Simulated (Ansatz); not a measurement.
The system is Ti.

```
Ti
1.0
    -1.64100    1.64100    1.64100
     1.64100   -1.64100    1.64100
     1.64100    1.64100   -1.64100
Ti
1
Direct
  0.00000 0.00000 0.00000
```

This isn't the form of Ti at room conditions, which is hcp.

```yaml
Program: Ansatz 0.2.0
Task: single point
Functional: PBEsol
Potentials_or_basis: Ansatz PAW
Cutoff: "420 eV (not typed: the program's choice for these potentials)"
k_mesh: 11 × 11 × 11
Occupations: fermi-dirac, width 0.05 eV
Spin: no spin polarisation
```

On this cell: pressure -6.8 GPa; band gap on the k mesh none (metal or under the smearing width).

The same run follows on a disturbed copy (cell strained at random at fixed volume):

```
Ti
1.0
    -1.66514    1.66141    1.59911
     1.68039   -1.70507    1.65802
     1.60454    1.64447   -1.64278
Ti
1
Direct
  0.99280 0.00712 0.00682
```

Problem. What changes?

Solution. The energy (extrapolated to zero smearing) moves by +2.4 meV/atom; pressure -6.7 GPa; band gap on the k mesh none (metal or under the smearing width).

Stress tensor (GPa, compression positive):
```
-6.70  1.22 -0.58
 1.22 -6.32  0.93
-0.58  0.93 -7.13
```

Caveats: the PAW data sets come from PBE, with cores solved anew for the run's functional, which leaves a small shift of forces and pressure.
